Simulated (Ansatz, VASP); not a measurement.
**TePb: VASP beside Ansatz**

INCAR

```
SYSTEM = TePb
ALGO = Normal ; EDIFF = 1E-7
ENCUT = 520 ; GGA = PE
ISIF = 2 ; ISMEAR = 0
LASPH = .TRUE. ; LCHARG = .FALSE.
LREAL = .FALSE. ; LWAVE = .FALSE.
NBANDS = 17 ; NELM = 60
PREC = Accurate ; SIGMA = 0.05
```

File KPOINTS:

```
k-points
0
G
  8 8 8
  0 0 0
```

The input POSCAR:

```
TePb
1.0
   -0.6993365950      2.9179216550      2.9179216550
    2.9179216550     -0.6993365950      2.9179216550
    2.9179216550      2.9179216550     -0.6993365950
Te Pb
1 1
Direct
    0.5000000000      0.5000000000      0.5000000000
    0.0000000000      0.0000000000      0.0000000000
```

Input for Ansatz:

```yaml
crystal:
  lattice:
    - [-0.699336595, 2.917921655, 2.917921655]
    - [2.917921655, -0.699336595, 2.917921655]
    - [2.917921655, 2.917921655, -0.699336595]
  atoms:
    - { symbol: Te, position: [0.5, 0.5, 0.5] }
    - { symbol: Pb, position: [0.0, 0.0, 0.0] }
basis:
  ecutwfc: 420
kpoints:
  mp_grid: { grid: [8, 8, 8] }
hamiltonian:
  xc: pbe
scf:
  occupations: { method: gaussian, width: 0.05 }
output:
  forces: true
  stress: true
  eigenvalues: true
```

Alike in both runs: task single point; functional PBE; k mesh 8 × 8 × 8; occupations gaussian, width 0.05 eV; no spin polarisation.

```csv
,VASP,Ansatz
version,VASP 6.6.1,Ansatz 0.2.0
potentials or method,"VASP PAW PBE potentials, release 64 (Te, Pb_d)","scalar-relativistic, plane waves, PAW"
plane-wave cutoff (eV),520,420
valence electrons in the cell,20,30
```

```tsv
	VASP	Ansatz	Ansatz less VASP
gap on the k mesh at the Fermi level (eV)	none	none	-
pressure (GPa)	0.3	0.3	+0.04
largest component of the traceless stress (GPa)	1.20	1.20	0.000
```

A gap of «none» marks a metal or a gap that the smearing closes. The functional is the same, so the differences come from potentials, cutoffs and numerics. The two sets of potentials don't hold the same shells in valence.

The runs have no spin-orbit coupling, so splittings on Pb, Te are missing.
